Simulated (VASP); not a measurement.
# PtSe2 (Sudovikovite) in VASP: further runs

The runs below take PtSe2 (Sudovikovite) through single point, with PBE+D3(BJ).

Program: VASP 6.6.1. These are calculated values, not measurements. Logs are shortened: lines on timing, memory, paths and dates and some standing lists are left out, and cuts for length are marked.

## 1. The slab as given

The cell holds a slab with vacuum, 3 atoms: a = 3.707 Å, b = 3.707 Å, c = 31.122 Å, α = 90.00°, β = 90.00°, γ = 120.00°.

## 2. Single point, PBE+D3(BJ)

Contents of INCAR:

```
PREC = Accurate ; ENCUT = 520
EDIFF = 1E-6 ; ISMEAR = 0
SIGMA = 0.02 ; LREAL = False
LASPH = True ; NELM = 80
ALGO = Normal ; ISIF = 2
LWAVE = False ; LCHARG = False
LDIPOL = True ; IDIPOL = 3
DIPOL = 0.5 0.5 0.500 ; GGA = PE
IVDW = 12 ; NBANDS = 18
```

Contents of KPOINTS:

```
regular mesh
0
Gamma
  9 9 1
```

Contents of POSCAR:

```
PtSe2
1.0
    3.7069018370      0.0000000000      0.0000000000
   -1.8534509185      3.2102711602      0.0000000000
    0.0000000000      0.0000000000     31.1215005259
Se Pt
2 1
Direct
    0.6666666667      0.3333333333      0.4574342091
    0.3333333333      0.6666666667      0.5425657909
    0.0000000000      0.0000000000      0.5000000000
```

Potentials or basis: VASP PAW PBE potentials, release 64 (Se, Pt).

Run with:

```console
$ cat potpaw_PBE.64/Se/POTCAR potpaw_PBE.64/Pt/POTCAR > POTCAR
$ mpirun -np 1 vasp_std > vasp.out
```

OUTCAR:

```text
PREC = Accurate
   ENCUT = 520
   EDIFF = 1E-6
   ISMEAR = 0
   LREAL = False
   LASPH = True
   NELM = 80
   ISIF = 2
   GGA = PE
   IVDW = 12
 IVDW          = 12

 ion  position               nearest neighbor table
   1  0.667  0.333  0.457-   3 2.52   3 2.52   3 2.52
   2  0.333  0.667  0.543-   3 2.52   3 2.52   3 2.52
   3  0.000  0.000  0.500-   1 2.52   2 2.52   1 2.52   2 2.52   1 2.52   2 2.52

  LATTYP: Found a hexagonal cell.
 ALAT       =     3.7069018370
 C/A-ratio  =     8.3955556134

  Lattice vectors:

 A1 = (   3.7069018370,   0.0000000000,   0.0000000000)
 A2 = (  -1.8534509185,   3.2102711602,   0.0000000000)
 A3 = (   0.0000000000,   0.0000000000,  31.1215005259)

Analysis of symmetry for initial positions (statically):
=====================================================================
 Subroutine PRICEL returns:
 Original cell was already a primitive cell.

 Routine SETGRP: Setting up the symmetry group for a
 hexagonal supercell.

 Subroutine GETGRP returns: Found 12 space group operations
 (whereof 12 operations were pure point group operations)
 out of a pool of 24 trial point group operations.

The static configuration has the point symmetry D_3d.

Analysis of symmetry for dynamics (positions and initial velocities):
=====================================================================
 Subroutine PRICEL returns:
 Original cell was already a primitive cell.

 Routine SETGRP: Setting up the symmetry group for a
 hexagonal supercell.

 Subroutine GETGRP returns: Found 12 space group operations
 (whereof 12 operations were pure point group operations)
 out of a pool of 24 trial point group operations.

The dynamic configuration has the point symmetry D_3d.

 Subroutine INISYM returns: Found 12 space group operations
 (whereof 12 operations are pure point group operations),
 and found     1 'primitive' translations

----------------------------------------------------------------------------------------

                                     Primitive cell

  volume of cell :     370.3508

  direct lattice vectors                    reciprocal lattice vectors
     3.706901837  0.000000000  0.000000000     0.269767057  0.155750083  0.000000000
    -1.853450919  3.210271160  0.000000000     0.000000000  0.311500166  0.000000000
     0.000000000  0.000000000 31.121500526     0.000000000  0.000000000  0.032132127

  length of vectors
     3.706901837  3.706901837 31.121500526     0.311500166  0.311500166  0.032132127

[... 78 lines left out ...]
   TEBEG  =    0.0;   TEEND  =   0.0 temperature during run
   PSTRESS=    0.0 pullay stress
   NELECT =      22.0000    total number of electrons
   NUPDOWN=      -1.0000    fix difference up-down
   EMIN   =  10.00;   EMAX   =-10.00  energy-range for DOS
   EFERMI =   0.00;   METHOD = LEGACY
   ISMEAR =     0;   SIGMA  =   0.02  broadening in eV -4-tet -1-fermi 0-gaus
   EFERMI_NEDOS =   21; number of points for ismear=-14 and -15
   IALGO  =     38    algorithm
   IMIX   =      4    mixing-type and parameters
     AMIX     =   0.40;   BMIX     =  1.00
     AMIX_MAG =   1.60;   BMIX_MAG =  1.00
  volume/ion in A,a.u.               =     123.45       833.08
  Fermi-wavevector in a.u.,A,eV,Ry     =   0.638770  1.207101  5.551549  0.408027
  Thomas-Fermi vector in A             =   1.704222
   LORBIT       =      0    0 simple, 1 ext, 2 COOP (PROOUT), +10 PAW based schemes
   GGA     = PE    functional components
   LHFCALC =     F    Hartree Fock is set to
   AEXX    =    0.0000 exact exchange contribution
   IVDW    =    12    specifies the selected vdW correction
   LEPSILON=     F    determine dielectric tensor
   LRPA    =     F    only Hartree local field effects (RPA)
 non-spin polarized calculation
 Gauss-broadening in eV      SIGMA  =   0.02
  energy-cutoff  :      520.00
  volume of cell :      370.35
 maximum number of plane-waves:     10012
 NGX is ok and might be reduce to    28
   NGX = 13   NGY = 13   NGZ =115

 dipolmoment           0.000000      0.000000      0.000000 electrons x Angstroem

 number of electron      21.9999997 magnetization

 dipolmoment           0.000000      0.000000     -0.000000 electrons x Angstroem

 Free energy of the ion-electron system (eV)
  ---------------------------------------------------
  ext. energy  EPLUGINS =         0.00000000
  ---------------------------------------------------
  free energy    TOTEN  =       -14.28739155 eV

  energy without entropy =      -14.28739155  energy(sigma->0) =      -14.28739155

 E-fermi :  -3.7060     XC(G=0):  -2.1915

 val. band max:       -3.8303627198   @ k =   0.0000   0.0000   0.0000
 cond. band min:      -2.4788112223   @ k =   0.2222  -0.0000   0.0000
 fundamental gap:      1.3515514975
 Fermi energy:        -3.7060141887

 k-point     1 :       0.0000    0.0000    0.0000
  band No.  band energies     occupation
      1     -17.8749      2.00000
      2     -16.1109      2.00000
      3      -8.9822      2.00000
      4      -8.9234      2.00000
      5      -8.9234      2.00000
      6      -6.7107      2.00000
[... 229 lines left out ...]
      5      -8.7386      2.00000
      6      -7.3070      2.00000
[... 10 lines left out ...]
     17       4.9450      0.00000
     18       5.1796      0.00000

------------------------ aborting loop because EDIFF is reached ----------------------------------------

 vacuum level on the upper side and lower side of the slab       (xc-potential included)        -0.008        -0.008

 Edisp (eV)   -0.89582

 E8    (eV) :    -0.4116

  FORCE on cell =-STRESS in cart. coord.  units (eV):
  Direction    XX          YY          ZZ          XY          YZ          ZX
  --------------------------------------------------------------------------------------
  -------------------------------------------------------------------------------------
  Total      -0.02514    -0.02514    -0.02142    -0.00000     0.00000     0.00000
  in kB      -0.10877    -0.10877    -0.09268    -0.00000     0.00000     0.00000
  external pressure =       -0.10 kB  Pullay stress =        0.00 kB

 VOLUME and BASIS-vectors are now :
 -----------------------------------------------------------------------------
  energy-cutoff  :      520.00
  volume of cell :      370.35
      direct lattice vectors                 reciprocal lattice vectors
     3.706901837  0.000000000  0.000000000     0.269767057  0.155750083  0.000000000
    -1.853450919  3.210271160  0.000000000     0.000000000  0.311500166  0.000000000
     0.000000000  0.000000000 31.121500526     0.000000000  0.000000000  0.032132127

 POSITION                                       TOTAL-FORCE (eV/Angst)
 -----------------------------------------------------------------------------------
      1.85345      1.07009     14.23604        -0.000000      0.000000      0.002096
     -0.00000      2.14018     16.88546         0.000000     -0.000000     -0.002096
      0.00000      0.00000     15.56075         0.000000      0.000000      0.000000
 -----------------------------------------------------------------------------------
    total drift:                               -0.000000      0.000000     -0.000000

  FREE ENERGIE OF THE ION-ELECTRON SYSTEM (eV)
  ---------------------------------------------------
  free  energy   TOTEN  =       -15.1832099949 eV

  energy  without entropy=      -15.1832099949  energy(sigma->0) =      -15.18320999

 vacuum level on the upper side and lower side of the slab         1.816         1.816
```

OSZICAR:

```text
N       E                     dE             d eps       ncg     rms          rms(c)
DAV:   1     0.173252960946E+03    0.17325E+03   -0.66292E+03   432   0.844E+02
DAV:   2     0.574273261254E+01   -0.16751E+03   -0.15630E+03   690   0.148E+02
DAV:   3    -0.147842780571E+02   -0.20527E+02   -0.20360E+02   564   0.656E+01
[... 16 lines left out ...]
DAV:  20    -0.142873844718E+02   -0.94085E-05   -0.18845E-06   420   0.609E-03    0.384E-03
DAV:  21    -0.142873881210E+02   -0.36492E-05   -0.27315E-07   442   0.258E-03    0.560E-03
DAV:  22    -0.142873896014E+02   -0.14804E-05   -0.27870E-07   438   0.251E-03    0.928E-04
DAV:  23    -0.142873908799E+02   -0.12786E-05   -0.20066E-07   432   0.209E-03    0.216E-03
DAV:  24    -0.142873915492E+02   -0.66923E-06   -0.40846E-08   438   0.107E-03
   1 F= -.15183210E+02 E0= -.15183210E+02  d E =-.548550E-20
```

Run time: 2.3 min. Hardware: 1 thread of Intel Xeon Platinum 8488C (Sapphire Rapids), shared host; peak memory 0.49 GiB.

Results:

```yaml
Free_energy: -15.1832 eV
Band_gap_on_the_k_mesh: 1.35 eV, indirect (least direct gap 1.58 eV)
Dispersion_energy_per_atom: -0.299 eV
```

Forces in eV/Å, atoms in the order of the input:
```
Se   0.000  0.000  0.002
Se   0.000  0.000 -0.002
Pt   0.000  0.000  0.000
```

Levels at points of the mesh, in eV from the valence-band top:
| k point | band 8 | band 9 | band 10 | band 11 | band 12 | band 13 | band 14 | band 15 |
| --- | --- | --- | --- | --- | --- | --- | --- | --- |
| (0.00, 0.00, 0.00) | -1.31 | -0.68 | 0.00 | 0.00 | 2.96 | 2.96 | 4.51 | 5.20 |

Caveat: spin-orbit coupling is left out, which moves the levels of the heavy elements.

(Continued in part 2 of 2.)
